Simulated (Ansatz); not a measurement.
TaC: from a first guess to the relaxed rocksalt type

First guess:

```yaml
crystal:
  lattice:
    - [0.00000, 2.23228, 2.23228]
    - [2.23228, 0.00000, 2.23228]
    - [2.23228, 2.23228, 0.00000]
  atoms:
    - { symbol: Ta, position: [0.00000, 0.00000, 0.00000] }
    - { symbol: C, position: [0.50000, 0.50000, 0.50000] }
```

All numbers below come from DFT, PBE, PAW with Ansatz's default frozen-core files, scalar-relativistic in Ansatz 0.2.0.

Cell and atoms relax within the symmetry of the start on a 14×14×14 k mesh with 0.03 eV Fermi–Dirac smearing.

The start is built from a prototype, known or not as a phase of this compound; the cutoff is 420 eV.

Spin polarisation is left out, and whether a magnetic state lies lower isn't shown here.

Spin–orbit coupling is left out, though it moves levels of the heavy atoms by tenths of an eV or more.

Task: What is the pressure of the first guess?

Result: 2.46 GPa.

Task: What does it relax to?

Result: a = 4.476 Å, b = 4.476 Å, c = 4.476 Å, α = 90.00°, β = 90.00°, γ = 90.00° (conventional cell), 11.21 Å³ per atom:
```
CELL_PARAMETERS angstrom
0.00000 2.23785 2.23785
2.23785 0.00000 2.23785
2.23785 2.23785 0.00000
ATOMIC_POSITIONS crystal
Ta 0.00000 0.00000 0.00000
C 0.50000 0.50000 0.50000
```

Task: How much energy does the relaxation release?

Result: 1 meV/atom.
